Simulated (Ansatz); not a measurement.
# ZnO: the cost of one run

Program: Ansatz 0.2.0. Level of theory: DFT PBEsol, frozen-core PAW, scalar-relativistic unless said. These are calculated values, not measurements.

**1. Starting point**

It takes space group P6_3mc (No. 186, hexagonal). Conventional cell: a = 3.249 Å, b = 3.249 Å, c = 5.206 Å, α = 90.00°, β = 90.00°, γ = 120.00°. Zn (site symmetry 3m) is surrounded by 4 O at 1.97 to 1.98 Å. O (site symmetry 3m) is surrounded by 4 Zn at 1.97 to 1.98 Å.

Coordinates:

```cif
data_structure
_symmetry_space_group_name_H-M 'P6_3mc'
_symmetry_Int_Tables_number 186
_cell_length_a 3.2493
_cell_length_b 3.2493
_cell_length_c 5.2057
_cell_angle_alpha 90.000
_cell_angle_beta 90.000
_cell_angle_gamma 120.000
_cell_volume 47.60
loop_
_atom_site_label
_atom_site_type_symbol
_atom_site_symmetry_multiplicity
_atom_site_Wyckoff_symbol
_atom_site_fract_x
_atom_site_fract_y
_atom_site_fract_z
_atom_site_occupancy
Zn1 Zn 2 b 0.33333 0.66667 0.50000 1
O1 O 2 b 0.66667 0.33333 0.37901 1
```

Cartesian axes are those of the input's lattice vectors. The structure goes back to a database entry.

**2. Cell and atoms relaxed, PAW**

File input.yaml:

```yaml
crystal:
  lattice:
    - [3.24930799999, 0.0, 0.0]
    - [-1.624654, 2.81398327271, 0.0]
    - [0.0, 0.0, 5.205709]
  atoms:
    - { symbol: Zn, position: [0.333333333333, 0.666666666667, 0.5] }
    - { symbol: Zn, position: [0.666666666667, 0.333333333333, 0.0] }
    - { symbol: O, position: [0.666666666667, 0.333333333333, 0.37901] }
    - { symbol: O, position: [0.333333333333, 0.666666666667, 0.87901] }
kpoints:
  mp_grid: { grid: [10, 10, 6] }
scf:
  occupations: { method: fermi_dirac, width: 0.05 }
hamiltonian:
  xc: pbesol
  pseudopotentials: { kind: paw }
relax:
  f_tol: 0.002
  max_steps: 80
  cell: {}
output:
  forces: true
  stress: true
```

Run with:

```console
$ ansatz run input.yaml --threads 2 --pin off --max-ram 6144MiB --backend cpu --events-out ev --progress --plain --runs-dir out
```

What time and memory should one allow on 2 threads of Intel Xeon 6975P-C (Granite Rapids), shared host?

About 8.8 s, with a peak of 0.44 GiB.
